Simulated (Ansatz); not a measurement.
**Run times of several calculations on HfO2**

Cell: 12 atoms, space group P2_1/c, a = 5.116 Å, b = 5.172 Å, c = 5.295 Å, α = 90.00°, β = 99.18°, γ = 90.00°.

All runs are DFT with Ansatz 0.2.0 on 1 thread of Intel Xeon Platinum 8488C (Sapphire Rapids) (x86_64; 16 cores open to the job, memory cap 3.0 GiB, no GPU), a shared host.

Question: Rank the runs by wall time, shortest first.
A. single point at relaxed positions, r2SCAN, gradients read without the response of the cores, 500 eV, 5×5×5 k-points, smearing 0.02 eV
B. relaxation of the ions, PBE, gradients read without the response of the cores, 420 eV, 5×5×5 k-points, smearing 0.02 eV
C. single point, PBE, gradients read without the response of the cores, 420 eV, 5×5×5 k-points, smearing 0.02 eV

Answer: C (28 s, 0.66 GiB), A (68 s, 0.94 GiB), B (2 min, 0.73 GiB).
